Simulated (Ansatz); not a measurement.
Runs of Ansatz 0.2.0 on TiTe2. The structure is trigonal, space group P-3m1 (No. 164). The conventional cell has a = 3.777 Å, b = 3.777 Å, c = 6.498 Å, α = 90.00°, β = 90.00°, γ = 120.00°. Te (site symmetry 3m) has 3 Ti at 2.77 Å as nearest neighbours. Ti (site symmetry -3m) has 6 Te at 2.77 Å as nearest neighbours. 

| task | level | cell | k mesh | points for each segment of the path | mesh quality | gap on the mesh (eV) | pressure (GPa) | relaxed volume (Å³/atom) | largest force (eV/Å) |
| --- | --- | --- | --- | --- | --- | --- | --- | --- | --- |
| relaxation of cell and atoms | revPBE+D4 | relaxed | 8 × 8 × 4 | - | not flagged | - | 0.0 | 25.49 | - |
| band structure | PBE | as given | 8 × 8 × 4 | 14 | not flagged | none | 0.9 | - | 0.01 |
| band structure | HSEsol | as given | 4 × 4 × 2 | 4 | coarse | none | (b) | - | 0.38 |
| relaxation of cell and atoms | PBE | relaxed | 8 × 8 × 4 | - | not flagged | - | 0.0 | (a) | - |
| relaxation of cell and atoms | BLYP+D3(BJ) | relaxed | 8 × 8 × 4 | - | not flagged | - | 0.0 | 25.43 | - |

Alike in all rows: potentials or basis Ansatz PAW; no spin polarisation; cutoff (eV) 420; smearing fermi-dirac 0.05 eV.

Estimate the missing entries.

(a) 27.86; (b) -2.7.

Caveats: some runs use coarse meshes; the plane-wave basis is chosen anew once the cell has moved, so the energies of steps on either side of that aren't comparable (some runs); the PAW data sets come from PBE, with cores solved anew for the run's functional, which leaves a small shift of forces and pressure (some runs); spin-orbit coupling is left out, which moves the levels of the heavy elements (some runs); this functional lacks dispersion, which binds the layers, so the pressure and a relaxed spacing across them are unreliable (some runs); the thresholds are loose for stress (some runs).

A k mesh can miss the band edges, and the runs leave out spin-orbit coupling on Te.

A gap of «none» marks a metal or a gap under the smearing width.
